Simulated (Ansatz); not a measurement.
A run of Ansatz 0.2.0 is set up as follows.

File input.yaml:

```yaml
crystal:
  lattice:
    - [0.0, 1.964776, 1.964776]
    - [1.964776, 0.0, 1.964776]
    - [1.964776, 1.964776, 0.0]
  atoms:
    - { symbol: Zn, position: [0.0, 0.0, 0.0] }
hamiltonian:
  xc: lda
  pseudopotentials: { kind: paw }
kpoints:
  mp_grid: { grid: [12, 12, 12] }
  band_path:
    path:
      - [[0.0, 0.0, 0.0], [0.5, 0.0, 0.5], [0.5, 0.25, 0.75], [0.375, 0.375, 0.75], [0.0, 0.0, 0.0], [0.5, 0.5, 0.5], [0.625, 0.25, 0.625], [0.5, 0.25, 0.75], [0.5, 0.5, 0.5], [0.375, 0.375, 0.75]]
      - [[0.625, 0.25, 0.625], [0.5, 0.0, 0.5]]
    npoints: 14
scf:
  occupations: { method: fermi_dirac, width: 0.05 }
  n_extra_bands: 6
output:
  forces: true
  stress: true
  eigenvalues: true
  fatbands: false
```

Potentials or basis: Ansatz PAW.

Launch:

```sh
$ ansatz run input.yaml --threads 2 --pin off --max-ram 5632MiB --backend cpu --events-out ev --progress --plain --runs-dir out
```

(1) Estimate the pressure.

(2) What does it give for the band gap on the k mesh?

Results:

(1) -8.5 GPa.

(2) none (metal or under the smearing width).

Caveat: the PAW data sets come from PBE, with cores solved anew for the run's functional, which leaves a small shift of forces and pressure.
